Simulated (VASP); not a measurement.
AgCl, 2 atoms in the cell. Symmetry: Pm-3m, No. 221, cubic system. Conventional cell: a = 3.396 Å, b = 3.396 Å, c = 3.396 Å, α = 90.00°, β = 90.00°, γ = 90.00°. Around Ag (site symmetry m-3m) lie 8 Cl at 2.94 Å. Cl (site symmetry m-3m) is surrounded by 8 Ag at 2.94 Å. The cell was built by a generator and needn't be a form met in nature.

* Program: VASP 6.6.1
* Task: single point
* Functional: PBE
* Potentials or basis: VASP PAW PBE potentials, release 64 (Ag, Cl)
* Cutoff: 520 eV
* k mesh: 8 × 8 × 8
* Occupations: gaussian, width 0.01 eV
* Spin: no spin polarisation
* Dipole correction: no
* Further INCAR settings: ALGO = Fast; EDIFF = 1e-06; NBANDS = 16

Potentials or basis: VASP PAW PBE potentials, release 64 (Ag, Cl).

Launch:

```sh
$ cat potpaw_PBE.64/Ag/POTCAR potpaw_PBE.64/Cl/POTCAR > POTCAR
$ mpirun -np 1 vasp_std > vasp.out
```

Hardware: 1 thread of Intel(R) Xeon(R) Platinum 8488C (Sapphire Rapids), with other jobs on the host.

Q: How long does it take, and how much memory?

A: Run time: 16 s on 1 thread of Intel(R) Xeon(R) Platinum 8488C (Sapphire Rapids) (shared host), peak memory 0.16 GiB. Counts: scf iterations 12, k points 35.
